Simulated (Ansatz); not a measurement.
Runs of Ansatz 0.2.0 on NiO. Symmetry: Fm-3m, No. 225, cubic system. Conventional cell: a = 4.172 Å, b = 4.172 Å, c = 4.172 Å, α = 90.00°, β = 90.00°, γ = 90.00°. Around Ni (site symmetry m-3m) lie 6 O at 2.09 Å. Around O (site symmetry m-3m) lie 6 Ni at 2.09 Å. 

```csv
task,level,cell,k mesh,cutoff (eV),smearing,gap on the mesh (eV),pressure (GPa),moment (μB),relaxed volume (Å³/atom)
relaxation of cell and atoms,revPBE+D3(BJ),relaxed,11 × 11 × 11,-,fermi-dirac 0.05 eV,-,0.0,1.88,9.27
single point,PBE,as given,11 × 11 × 11,378,gaussian 0.023 eV,none,6.6,1.82,-
phonons,PBE,as given,8 × 8 × 8,404,fermi-dirac 0.05 eV,none,-,1.83,-
relaxation of cell and atoms,RPBE+D4,relaxed,11 × 11 × 11,-,fermi-dirac 0.05 eV,-,0.0,(b),(a)
single point,PBE,as given,11 × 11 × 11,378,gaussian 0.02 eV,none,6.6,1.82,-
```

Alike in all rows: potentials or basis all-electron LAPW, scalar-relativistic; spin collinear, ferromagnetic start; basis error allowed 0.001 eV/atom.

Q: Fill in the values left out.

A: (a) 9.43; (b) 1.92.

Caveats: a cell with one magnetic atom can't hold antiferromagnetic order, which such compounds often take; semilocal functionals often make such compounds metallic where correlation or magnetic order opens a gap, which also shifts bond lengths (some runs); the k mesh is thin for a metal, which can move the energy by tens of meV per atom (some runs); a metal's response needs a denser mesh (some runs).

A gap of «none» marks a metal or a gap under the smearing width.
